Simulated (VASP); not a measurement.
Here is a VASP 6.6.1 calculation.

Contents of INCAR:

```
ALGO = Normal
EDIFF = 1E-7
ENCUT = 520
GGA = PE
ISIF = 2
ISMEAR = -1
LASPH = T
LCHARG = F
LREAL = F
LWAVE = F
NBANDS = 18
NELM = 80
PREC = Accurate
SIGMA = 0.05
```

Contents of KPOINTS:

```
k-points
0
Gamma
  11 11 6
```

The input POSCAR:

```
Au
1.0
    2.9000000000      0.0000000000      0.0000000000
   -1.4500000000      2.5114736710      0.0000000000
    0.0000000000      0.0000000000      4.8800000000
Au
2
Direct
    0.6881910000      0.3520320000      0.2512180000
    0.3221800000      0.6632650000      0.7544700000
```

Potentials or basis: VASP PAW PBE potentials, release 64 (Au).

Launch:

```console
$ cat potpaw_PBE.64/Au/POTCAR > POTCAR
$ mpirun -np 1 vasp_std > vasp.out
```

Estimate the largest force.

0.103 eV/Å.

Predict the band gap on the k mesh.

none (metal or under the smearing width).

Predict the pressure.

1.7 GPa.

Stress tensor (GPa, compression positive):
```
 2.03  0.19 -0.07
 0.19  1.75 -0.05
-0.07 -0.05  1.26
```

Spin-orbit coupling is left out, which matters for the levels of Au.
